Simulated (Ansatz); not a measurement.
# Sb: the cost of one run

Program: Ansatz 0.2.0. Level of theory: DFT PBEsol, scalar-relativistic, plane waves, PAW. These are calculated values, not measurements.

2 further runs of the same task are left out: 2 set aside as unsound or not needed.

## Step 1: The system as given

Symmetry: Pm-3m, No. 221, cubic system. Conventional cell: a = 3.062 Å, b = 3.062 Å, c = 3.062 Å, α = 90.00°, β = 90.00°, γ = 90.00°. Around Sb (site symmetry m-3m) lie 6 Sb at 3.06 Å.

Structure file:

```cif
data_structure
_symmetry_space_group_name_H-M 'Pm-3m'
_symmetry_Int_Tables_number 221
_cell_length_a 3.0617
_cell_length_b 3.0617
_cell_length_c 3.0617
_cell_angle_alpha 90.000
_cell_angle_beta 90.000
_cell_angle_gamma 90.000
_cell_volume 28.70
loop_
_atom_site_label
_atom_site_type_symbol
_atom_site_symmetry_multiplicity
_atom_site_Wyckoff_symbol
_atom_site_fract_x
_atom_site_fract_y
_atom_site_fract_z
_atom_site_occupancy
Sb1 Sb 1 a 0.00000 0.00000 0.00000 1
```

This cell was relaxed beforehand with the same method: volume 28.70 Å³/atom, gap on the mesh none (metal).

## Step 2: Bands, states and charges

Contents of input.yaml:

```yaml
crystal:
  lattice:
    - [3.0617437797, 0.0, 0.0]
    - [0.0, 3.0617437797, 0.0]
    - [0.0, 0.0, 3.0617437797]
  atoms:
    - { symbol: Sb, position: [0.0, 0.0, 0.0] }
basis:
  ecutwfc: 420
kpoints:
  mp_grid: { grid: [14, 14, 14] }
  band_path:
    path:
      - [[0.0, 0.0, 0.0], [0.0, 0.5, 0.0], [0.5, 0.5, 0.0], [0.0, 0.0, 0.0], [0.5, 0.5, 0.5], [0.0, 0.5, 0.0]]
      - [[0.5, 0.5, 0.5], [0.5, 0.5, 0.0]]
    npoints: 14
hamiltonian:
  xc: pbesol
scf:
  occupations: { method: gaussian, width: 0.1 }
  n_extra_bands: 6
output:
  forces: true
  stress: true
  eigenvalues: true
  populations: true
  dos: { projected: true, de: 0.02, nscf_kmesh: { grid: [21, 21, 21] } }
  bader: true
  write_density: true
  write_potential: true
  elf: true
  volumetric_format: npy
```

On the command line:

```
> ansatz run input.yaml --threads 1 --pin off --max-ram 2560MiB --backend cpu --events-out ev --progress --plain --runs-dir out
```

What time and memory should one allow on 1 thread of Arm Neoverse V1, shared host?

About 11 s, with a peak of 0.32 GiB.
